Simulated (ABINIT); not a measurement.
Crystal: Te.

```xyz
3
Lattice="4.4540 0.0000 0.0000 -2.2270 3.8573 0.0000 0.0000 0.0000 5.9240" Properties=species:S:1:pos:R:3 pbc="T T T"
Te    1.6279    2.8197    0.0000
Te   -0.5991    1.0376    3.9493
Te    1.1981    0.0000    1.9747
```

Base run:

| Property | Result |
| --- | --- |
| Program | ABINIT 10.8.3 (patched build) |
| Functional | PW91 |
| Potentials or basis | JTH PAW PBE v2.0 |
| Cutoff | 408 eV |
| k mesh | 7 × 7 × 5 |
| Occupations | fermi-dirac, width 0.05 eV |
| Spin | no spin polarisation |

Its results: pressure 1.5 GPa; largest force 0.235 eV/Å.

Problem. The run is repeated on the same cell with these changes: functional from PW91 to HCTH407. What comes out?

Solution. Pressure 3.3 GPa; largest force 0.089 eV/Å.

Caveats: the PAW data sets were made with another functional, which shifts forces and pressure a little.
